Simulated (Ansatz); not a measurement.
Straining TaN

Computed with DFT r2SCAN, scalar-relativistic, plane waves, PAW in Ansatz 0.2.0. Settings: 500 eV cutoff, 18×18×10 k-mesh, Gaussian smearing of 0.10 eV, no spin polarisation.

Reference structure (relaxed):

```
Ta N
1.0
     3.13446    0.00000    0.00000
    -1.56723    2.71452    0.00000
     0.00000    0.00000    6.08686
Ta N
2 2
Cartesian
  0.0000 1.8097 0.1904
  1.5672 0.9048 3.2338
  0.0000 1.8097 2.1530
  1.5672 0.9048 5.1965
```

Deformation: biaxial strain in the a-b plane, with the length and tilt of c and the atoms relaxed, all within the symmetry that the strain leaves. Energies are extrapolated to zero smearing.

Spin–orbit coupling is left out, which can shift energies with elements as heavy as these.

```csv
strain (%),ΔE (meV/atom),a (Å),b (Å),c (Å)
-4.5,65.8,2.993,2.993,6.283
-3.0,27.8,3.040,3.040,6.221
-1.5,6.6,3.087,3.087,6.156
+0.0,0.0,3.134,3.134,6.087
+1.5,6.3,3.181,3.181,6.018
+3.0,24.7,3.228,3.228,5.949
+4.5,53.7,3.276,3.276,5.879
```

What stiffness (1/V) d²E/dε² at zero strain does a cubic fit over all points give?

A cubic fit gives (1/V) d²E/dε² = 732 GPa at zero strain (twice the biaxial modulus).

How does the free axis c answer a small strain?

Between the innermost points its strain is -0.76 times the applied one.

This wurtzite form isn't the usual stable structure of the compound.